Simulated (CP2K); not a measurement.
Runs of CP2K 2026.2 on Ta. It takes space group P6_3/mmc (No. 194, hexagonal). The conventional cell has a = 2.900 Å, b = 2.900 Å, c = 5.166 Å, α = 90.00°, β = 90.00°, γ = 120.00°. Ta (site symmetry -6m2) is surrounded by 12 Ta at 2.90 to 3.08 Å. This isn't the form of Ta at room conditions, which is bcc.

```csv
task,level,points a segment of the path (NPOINTS),bands added on the path,cutoff of the non-local correlation (Ry),gap on the mesh (eV),pressure (GPa),largest force (eV/Å)
single point,PBE,-,-,-,none,(a),-
single point,HLE16,-,-,-,none,-40.6,0.02
band structure,HLE17,6,6,-,none,-23.8,-
single point,BEEF-vdW,-,-,300,none,-1.2,0.04
band structure,LDA,6,6,-,none,(b),-
single point,vdW-DF2,-,-,300,none,7.5,-
band structure,PBEsol,6,6,-,none,-7.0,-
```

Alike in all rows: potentials or basis POTENTIAL_UZH Ta GTH-PBE-q13; TZVP-MOLOPT-PBE-GTH basis; no spin polarisation; cell as given; k mesh 11 × 11 × 5; smearing fermi-dirac 0.05 eV.

Problem. Estimate the missing entries.

Solution. (a) -2.0; (b) -10.1.

Caveats: the basis of atomic orbitals isn't converged, which shifts pressures, moduli and gaps; the potentials were made for another functional, which shifts forces and pressure (some runs); spin-orbit coupling is left out, which moves the levels of the heavy elements (some runs); the potentials were made for a functional far from this one (some runs); the cell as given lies far from equilibrium (some runs).

A k mesh can miss the band edges, and the runs leave out spin-orbit coupling on Ta.

A gap of «none» marks a metal or a gap under the smearing width.
